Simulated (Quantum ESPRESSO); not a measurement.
**V under changes of volume**

One of the cells (13.872 Å³/atom); the others are scaled copies at fixed shape and fractional positions:

```
CELL_PARAMETERS angstrom
2.60429 0.00000 0.00000
-1.30215 2.25538 0.00000
0.00000 0.00000 4.72334
ATOMIC_POSITIONS crystal
V 0.33333 0.66667 0.25000
V 0.66667 0.33333 0.75000
```

This isn't the form of V at room conditions, which is bcc.

* Program: Quantum ESPRESSO 7.5
* Functional: PBE
* Potentials or basis: SSSP 1.3 efficiency PBE
* Cutoff: 748 eV
* Density cutoff: 5987 eV
* k mesh: 12 × 12 × 6
* Occupations: fermi-dirac, width 0.05 eV
* Spin: collinear spin, ferromagnetic start
* Starting moments: [2.0, 2.0] μB

```tsv
volume (Å³/atom)	energy over the lowest point (meV/atom)	pressure (GPa)
13.039	25.03	11.2
13.317	9.70	6.8
13.594	1.58	2.9
13.872	0.00	-0.7
14.149	?	?
14.427	14.00	-6.9
14.704	28.52	-9.5
```

Q: What does the run at 14.149 Å³/atom give?

A: Energy over the lowest point 4.32 meV/atom; pressure -3.9 GPa.

Worked out: A Birch-Murnaghan fit of order 3 (a polynomial in V^(-2/3)) to the other rows has its minimum at 13.80 Å³/atom with B0 = V·E''(V) = 174 GPa and B' = 3.9 at fixed shape and positions, which overstates the stiffness. It gives 4.30 meV/atom at 14.149 Å³/atom, against the run's 4.32, and -dE/dV = -4.1 GPa, against -3.9.

Energies are extrapolated to zero smearing.
